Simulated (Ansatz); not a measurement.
Crystal: KMgF3.

```
K Mg F
1.0
     3.98590    0.00000    0.00000
     0.00000    3.98590    0.00000
     0.00000    0.00000    3.98590
K Mg F
1 1 3
Direct
  0.50000 0.50000 0.50000
  0.00000 0.00000 0.00000
  0.00000 0.00000 0.50000
  0.00000 0.50000 0.00000
  0.50000 0.00000 0.00000
```

Base run:

```yaml
Program: Ansatz 0.2.0
Functional: LDA
Potentials_or_basis: Ansatz PAW
Cutoff: "420 eV (not typed: the program's choice for these potentials)"
k_mesh: 7 × 7 × 7
Occupations: fermi-dirac, width 0.05 eV
Spin: no spin polarisation
```

Its results: band gap on the k mesh 7.02 eV, indirect (least direct gap 7.31 eV); pressure -4.5 GPa.

**Question.** The run is repeated on the same cell with these changes: functional from LDA to PBEsol. What comes out?

**Answer.** Band gap on the k mesh 7.18 eV, indirect (least direct gap 7.47 eV); pressure 0.3 GPa.

PBEsol binds less tightly than LDA, so the same cell stands under more pressure.

Caveats: the PAW data sets come from PBE, with cores solved anew for the run's functional, which leaves a small shift of forces and pressure.

A k mesh can miss the band edges.
